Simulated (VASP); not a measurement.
# TiO2 under pressure and tension, part 2 of 2

How does TiO2 change with the volume? The starting structure is a measured crystal structure from the Crystallography Open Database. All runs use LDA. The equilibrium cell comes from relaxations that aren't shown. At each volume, shape and positions are relaxed as far as symmetry leaves them free.

VASP 6.6.1.

Results so far: the equilibrium volume 0.0 GPa; 0.96 of the equilibrium volume 7.9 GPa; 1.04 of the equilibrium volume -7.1 GPa.

### 5. Relaxation at 0.92 of the equilibrium volume

Level of this step: LDA; plane waves and PAW (Ti_sv, O) (VASP).

INCAR

```
SYSTEM = TiO2
PREC = Accurate
ENCUT = 560
EDIFF = 1E-07
NELM = 100
ISMEAR = 0
SIGMA = 0.03
LREAL = .FALSE.
ALGO = Normal
GGA = CA
NBANDS = 30
LASPH = .TRUE.
LORBIT = 11
LWAVE = .FALSE.
LCHARG = .FALSE.
KPAR = 8
IBRION = 2
NSW = 50
ISIF = 4
EDIFFG = -0.003
```

POSCAR

```
TiO2
1.0
   -1.8220223275      1.8220223275      4.6012695343
    1.8220223275     -1.8220223275      4.6012695343
    1.8220223275      1.8220223275     -4.6012695343
Ti O
2 4
Direct
    0.0000000000      0.0000000000      0.0000000000
    0.7500000000      0.2500000000      0.5000000000
    0.2081519933      0.2081519933      0.0000000000
    0.9581519933      0.4581519933      0.5000000000
    0.5418480067      0.0418480067      0.5000000000
    0.7918480067      0.7918480067      0.0000000000
```

KPOINTS

```
Automatic mesh
0
Gamma
8 8 8
0 0 0
```

The projector-augmented-wave data sets are Ti_sv and O (LDA family, release 64).

Run with:

```bash
$ mpirun -np 8 vasp_std
```

The log of the run:

```text
[... set-up lines as in an earlier step ...]
 entering main loop
       N       E                     dE             d eps       ncg     rms          rms(c)
DAV:   1     0.699468649728E+03    0.69947E+03   -0.25812E+04  3540   0.199E+03
DAV:   2     0.373227540241E+02   -0.66215E+03   -0.62925E+03  3876   0.575E+02
DAV:   3    -0.691976373460E+02   -0.10652E+03   -0.10375E+03  5378   0.210E+02
DAV:   4    -0.741425450937E+02   -0.49449E+01   -0.49388E+01  4878   0.452E+01
[...]
DAV:  15    -0.584674490208E+02   -0.38413E-06   -0.64662E-06  4362   0.282E-02    0.563E-03
DAV:  16    -0.584674487592E+02    0.26159E-06   -0.11730E-06  4112   0.132E-02    0.117E-03
DAV:  17    -0.584674487590E+02    0.14916E-09   -0.11002E-07  2108   0.279E-03
   1 F= -.58467449E+02 E0= -.58467449E+02  d E =-.584674E+02
[... from here on, the cycles between the ionic steps are left out ...]
   2 F= -.58492250E+02 E0= -.58492250E+02  d E =-.248017E-01
   3 F= -.58492810E+02 E0= -.58492810E+02  d E =-.253614E-01
   4 F= -.58523540E+02 E0= -.58523540E+02  d E =-.307300E-01
   5 F= -.58559802E+02 E0= -.58559802E+02  d E =-.669919E-01
   6 F= -.58559834E+02 E0= -.58559834E+02  d E =-.670235E-01
   7 F= -.58559525E+02 E0= -.58559525E+02  d E =0.308296E-03
   8 F= -.58560181E+02 E0= -.58560181E+02  d E =-.347564E-03
   9 F= -.58560181E+02 E0= -.58560181E+02  d E =-.347393E-03
[...]
reached required accuracy - stopping structural energy minimisation
```

Wall time 4.3 min (8 MPI ranks of Intel Xeon Platinum 8488C (Sapphire Rapids), shared host); peak memory 2.5 GiB; 31 min of CPU time.

From OUTCAR (step 5):

```text
  Total        6.3816629      6.3816629      6.4079626      0.0000000     -0.0000000      0.0000000
  in kB      167.3398538    167.3398538    168.0294836      0.0000000     -0.0000000      0.0000000
  external PRESSURE =     167.5697304 kB  Pullay stress =       0.0000000 kB

 POSITION                                       TOTAL-FORCE (eV/Angst)
 -----------------------------------------------------------------------------------
      0.00000      0.00000      0.00000        -0.000000     -0.000000      0.000000
      0.00000      1.85955      2.20871        -0.000000     -0.000000      0.000000
      0.00000      0.00000      1.92452        -0.000000      0.000000     -0.000886
      0.00000      1.85955      4.13324         0.000000     -0.000000     -0.000886
     -0.00000      1.85955      0.28419         0.000000     -0.000000      0.000886
      0.00000      0.00000      6.91033        -0.000000      0.000000      0.000886
 -----------------------------------------------------------------------------------
    total drift:                               -0.000000      0.000000     -0.000000

  FREE ENERGIE OF THE ION-ELECTRON SYSTEM (eV)
  ---------------------------------------------------
  free  energy   TOTEN  =       -58.5601810316 eV

  energy  without entropy=      -58.5601810316  energy(sigma->0) =      -58.56018103

[... 2 parts as in an earlier step ...]

[... 2 further parts left out ...]
[key lines of the parts left out:]
E-fermi :   4.5669
```

0.92 of the equilibrium volume: 10.183 Å³ an atom and a pressure of 16.76 GPa, and 1.826 eV of gap on the mesh.

### 6. Relaxation at 0.98 of the equilibrium volume

INCAR is that of step 5.

POSCAR, as its differences from that of step 5:

```diff
@@ -2,5 +2,5 @@
 1.0
-   -1.8220223275      1.8220223275      4.6012695343
-    1.8220223275     -1.8220223275      4.6012695343
-    1.8220223275      1.8220223275     -4.6012695343
+   -1.8608003428      1.8608003428      4.6991981370
+    1.8608003428     -1.8608003428      4.6991981370
+    1.8608003428      1.8608003428     -4.6991981370
 Ti O
```

KPOINTS is that of step 5.

Run with:

```bash
$ mpirun -np 8 vasp_std
```

The log of the run:

```text
[... set-up lines as in an earlier step ...]
 entering main loop
       N       E                     dE             d eps       ncg     rms          rms(c)
DAV:   1     0.690860903523E+03    0.69086E+03   -0.25907E+04  3540   0.196E+03
DAV:   2     0.370378508338E+02   -0.65382E+03   -0.62095E+03  3874   0.567E+02
DAV:   3    -0.700220737210E+02   -0.10706E+03   -0.10544E+03  5200   0.208E+02
DAV:   4    -0.750041113119E+02   -0.49820E+01   -0.49754E+01  5014   0.455E+01
[...]
DAV:  15    -0.588175110588E+02   -0.11149E-06   -0.85357E-06  4646   0.303E-02    0.479E-03
DAV:  16    -0.588175108204E+02    0.23847E-06   -0.12473E-06  4246   0.125E-02    0.186E-03
DAV:  17    -0.588175107978E+02    0.22571E-07   -0.20556E-07  2376   0.414E-03
   1 F= -.58817511E+02 E0= -.58817511E+02  d E =-.588175E+02
[... from here on, the cycles between the ionic steps are left out ...]
   2 F= -.58819007E+02 E0= -.58819007E+02  d E =-.149576E-02
   3 F= -.58819011E+02 E0= -.58819011E+02  d E =-.149973E-02
   4 F= -.58820475E+02 E0= -.58820475E+02  d E =-.146439E-02
   5 F= -.58821726E+02 E0= -.58821726E+02  d E =-.271554E-02
   6 F= -.58821747E+02 E0= -.58821747E+02  d E =-.273688E-02
[...]
reached required accuracy - stopping structural energy minimisation
```

Elapsed: 2.4 min, on 8 MPI ranks; peak memory 2.6 GiB.

OUTCAR, selected parts (step 6):

```text
  Total        1.5783118      1.5783118      1.5800315      0.0000000     -0.0000000      0.0000000
  in kB       38.8526004     38.8526004     38.8949317      0.0000000     -0.0000000      0.0000000
  external PRESSURE =      38.8667108 kB  Pullay stress =       0.0000000 kB

 POSITION                                       TOTAL-FORCE (eV/Angst)
 -----------------------------------------------------------------------------------
      1.86896      1.86896      4.65824        -0.000000     -0.000000      0.000000
      0.00000      1.86896      2.32912        -0.000000     -0.000000      0.000000
      0.00000      0.00000      1.95776        -0.000000     -0.000000      0.000222
      0.00000      1.86896      4.28688        -0.000000     -0.000000      0.000222
     -0.00000      1.86896      0.37136         0.000000      0.000000     -0.000222
      0.00000      0.00000      7.35873         0.000000      0.000000     -0.000222
 -----------------------------------------------------------------------------------
    total drift:                               -0.000000     -0.000000      0.000000

  FREE ENERGIE OF THE ION-ELECTRON SYSTEM (eV)
  ---------------------------------------------------
  free  energy   TOTEN  =       -58.8217474097 eV

  energy  without entropy=      -58.8217474097  energy(sigma->0) =      -58.82174741

[... 2 parts as in an earlier step ...]

[... 2 further parts left out ...]
[key lines of the parts left out:]
E-fermi :   3.7374
```

0.98 of the equilibrium volume: 10.848 Å³ an atom and a pressure of 3.89 GPa, and 2.040 eV of gap on the mesh.

### 7. Relaxation at 1.02 of the equilibrium volume

INCAR is that of step 6.

POSCAR, as its differences from that of step 6:

```diff
@@ -2,5 +2,5 @@
 1.0
-   -1.8608003428      1.8608003428      4.6991981370
-    1.8608003428     -1.8608003428      4.6991981370
-    1.8608003428      1.8608003428     -4.6991981370
+   -1.8857805094      1.8857805094      4.7622821496
+    1.8857805094     -1.8857805094      4.7622821496
+    1.8857805094      1.8857805094     -4.7622821496
 Ti O
```

KPOINTS is that of step 6.

Run with:

```bash
$ mpirun -np 8 vasp_std
```

The log of the run:

```text
[... set-up lines as in an earlier step ...]
 entering main loop
       N       E                     dE             d eps       ncg     rms          rms(c)
DAV:   1     0.683530027947E+03    0.68353E+03   -0.25749E+04  3540   0.195E+03
DAV:   2     0.382106506359E+02   -0.64532E+03   -0.61541E+03  3864   0.563E+02
DAV:   3    -0.703337881849E+02   -0.10854E+03   -0.10635E+03  5146   0.208E+02
DAV:   4    -0.753474603095E+02   -0.50137E+01   -0.50069E+01  5076   0.455E+01
[...]
DAV:  14    -0.588239962176E+02    0.54664E-07   -0.49100E-05  4976   0.660E-02    0.134E-02
DAV:  15    -0.588239955744E+02    0.64316E-06   -0.10027E-05  4578   0.331E-02    0.389E-03
DAV:  16    -0.588239955499E+02    0.24497E-07   -0.36374E-07  3656   0.633E-03
   1 F= -.58823996E+02 E0= -.58823996E+02  d E =-.588240E+02
[... from here on, the cycles between the ionic steps are left out ...]
   2 F= -.58825523E+02 E0= -.58825523E+02  d E =-.152725E-02
   3 F= -.58825547E+02 E0= -.58825547E+02  d E =-.155115E-02
   4 F= -.58826672E+02 E0= -.58826672E+02  d E =-.112502E-02
   5 F= -.58827678E+02 E0= -.58827678E+02  d E =-.213133E-02
   6 F= -.58827679E+02 E0= -.58827679E+02  d E =-.213206E-02
   7 F= -.58827679E+02 E0= -.58827679E+02  d E =-.909295E-07
   8 F= -.58827680E+02 E0= -.58827680E+02  d E =-.171637E-05
[...]
reached required accuracy - stopping structural energy minimisation
```

The job ended after 2.6 min (8 MPI ranks; peak memory 2.6 GiB).

OUTCAR, selected parts (step 7):

```text
  Total       -1.5491322     -1.5491322     -1.5496698      0.0000000      0.0000000      0.0000000
  in kB      -36.6388363    -36.6388363    -36.6515506      0.0000000      0.0000000      0.0000000
  external PRESSURE =     -36.6430744 kB  Pullay stress =       0.0000000 kB

 POSITION                                       TOTAL-FORCE (eV/Angst)
 -----------------------------------------------------------------------------------
      1.87860      1.87860     -4.79876         0.000000      0.000000     -0.000000
      0.00000      1.87860      2.39938         0.000000      0.000000     -0.000000
      0.00000      0.00000      1.98085         0.000000     -0.000000      0.000500
     -0.00000      1.87860      4.38023        -0.000000      0.000000      0.000500
      0.00000      1.87860      0.41853        -0.000000      0.000000     -0.000500
      0.00000      0.00000      7.61667         0.000000     -0.000000     -0.000500
 -----------------------------------------------------------------------------------
    total drift:                               -0.000000      0.000000     -0.000000

  FREE ENERGIE OF THE ION-ELECTRON SYSTEM (eV)
  ---------------------------------------------------
  free  energy   TOTEN  =       -58.8276804738 eV

  energy  without entropy=      -58.8276804738  energy(sigma->0) =      -58.82768047

[... 2 parts as in an earlier step ...]

[... 2 further parts left out ...]
[key lines of the parts left out:]
E-fermi :   3.3786
```

1.02 of the equilibrium volume: 11.290 Å³ an atom and a pressure of -3.66 GPa, and 2.111 eV of gap on the mesh.

### 8. The runs compared

```tsv
run	volume (Å³/atom)	pressure (GPa)	gap on the mesh (eV)	core minutes
0.92 of the equilibrium volume	10.183	16.76	1.826	34.4
0.96 of the equilibrium volume	10.626	7.93	1.975	24.7
0.98 of the equilibrium volume	10.848	3.89	2.04	19.3
the equilibrium volume	11.069	-0.01	2.09	6.67
1.02 of the equilibrium volume	11.29	-3.66	2.111	21.2
1.04 of the equilibrium volume	11.512	-7.09	2.122	24.1
```

Core minutes are wall time times ranks of the run shown, on a shared host.

### 9. Outcome

```yaml
pressure_at_0p92_of_the_equilibrium_volume: 16.76 GPa
pressure_at_0p96_of_the_equilibrium_volume: 7.93 GPa
pressure_at_0p98_of_the_equilibrium_volume: 3.89 GPa
pressure_at_the_equilibrium_volume: -0.01 GPa
pressure_at_1p02_of_the_equilibrium_volume: -3.66 GPa
pressure_at_1p04_of_the_equilibrium_volume: -7.09 GPa
```

Between 0.92 of the equilibrium volume and 1.04 of the equilibrium volume the pressure on TiO2 goes from 16.8 to -7.1 GPa. Over this range the gap on the mesh rises or stays level: 1.83, 1.97, 2.04, 2.09, 2.11, 2.12 eV. Semilocal functionals give gaps that are too small, spin-orbit coupling is left out, and the mesh may miss the true band edges, by more at some strains than at others. Where bands change their order, the gap's trend can turn. Further runs on this material are not shown.

[Lines on the potential files, build, host, timing and source positions are cut from VASP's logs without a mark.]

[Logs are printed without paths, hosts, clocks, repeated set-up lines and the standing remarks that a program may print on its own settings, such as how far it seeks lower states.]

[Hosts, paths, dates, database ids (printed as entryN), source tags and the programs' standing remarks are cut or masked in the printed files.]
